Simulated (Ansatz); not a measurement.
A computed series for ZnTe: pressure series

Base system: ZnTe in the zinc blende structure (space group F-43m, No. 216; a = 6.1147 Å).

Cell and atoms are relaxed at each pressure.

Level of theory: r2SCAN in Ansatz (plane waves to 500 eV, PAW, scalar-relativistic without spin-orbit coupling), earlier PAW set.

```tsv
P (GPa)	V (Å³/atom)
-2.00	29.882
-1.00	29.192
2.98	27.101
7.00	25.606
14.98	23.527
30.00	21.083
50.00	19.078
74.98	17.439
99.98	16.278
```

A third-order Birch–Murnaghan fit to these points gives V₀ = 28.58 Å³/atom, B₀ = 50 GPa and B₀′ = 4.4. At pressure 100 GPa the volume is 57.0 % of V₀.

Between the base and pressure 3 GPa the gap moves from 1.78 eV to 2.06 eV, a mean slope of 91 meV/GPa.

With Te present, leaving out spin-orbit coupling can change the band edges. Load acts through the strain it causes; cell and atoms are relaxed under it. Whether these cells are dynamically stable was not tested. Measured, ZnTe leaves this structure (for cinnabar) near 9.5 GPa (temperature not stated; as listed in Datta, Sujoy, Jana, Debnarayan, arXiv (2020)), on rising pressure, with hysteresis.

Ansatz is a quantum-chemistry and plane-wave program.
